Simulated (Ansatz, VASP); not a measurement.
**Be in VASP and in Ansatz**

File INCAR:

```
  ALGO = Normal
  EDIFF = 1E-7
  ENCUT = 520
  GGA = PS
  ISIF = 2
  ISMEAR = -1
  LASPH = True
  LCHARG = False
  LREAL = False
  LWAVE = False
  NBANDS = 7
  NELM = 100
  PREC = Accurate
  SIGMA = 0.03
```

The input KPOINTS:

```
k-points
0
Gamma
  23 23 23
```

Contents of POSCAR:

```
Be
1.0
   -1.2655288964      1.2655288964      1.2655288964
    1.2655288964     -1.2655288964      1.2655288964
    1.2655288964      1.2655288964     -1.2655288964
Be
1
Direct
    0.0000000000      0.0000000000      0.0000000000
```

Input for Ansatz:

```yaml
crystal:
  lattice:
    - [-1.2655288964, 1.2655288964, 1.2655288964]
    - [1.2655288964, -1.2655288964, 1.2655288964]
    - [1.2655288964, 1.2655288964, -1.2655288964]
  atoms:
    - { symbol: Be, position: [0.0, 0.0, 0.0] }
kpoints:
  mp_grid: { grid: [23, 23, 23] }
scf:
  occupations: { method: fermi_dirac, width: 0.03 }
hamiltonian:
  xc: pbesol
  pseudopotentials: { kind: all_electron, lapw: { basis_error: 0.00025 } }
output:
  forces: true
  stress: true
  eigenvalues: true
```

Change from the starting cell: volume scaled by 1.03.

Alike in both runs: task single point; functional PBEsol; k mesh 23 × 23 × 23; occupations fermi-dirac, width 0.03 eV; no spin polarisation.

|  | VASP | Ansatz |
| --- | --- | --- |
| version | VASP 6.6.1 | Ansatz 0.2.0 |
| potentials or method | VASP PAW PBE potentials, release 64 (Be) | all-electron LAPW, scalar-relativistic |
| plane-wave cutoff (eV) | 520 | see its input |

Ansatz gave:

- pressure (GPa): -5.4

Q: Estimate VASP's values.

A: Pressure (GPa): -5.0.

Ansatz ran all-electron here, so the differences hold the error of VASP's frozen core and of both bases.

Caveats: the PAW data sets were made with another functional, which shifts forces and pressure a little (VASP).
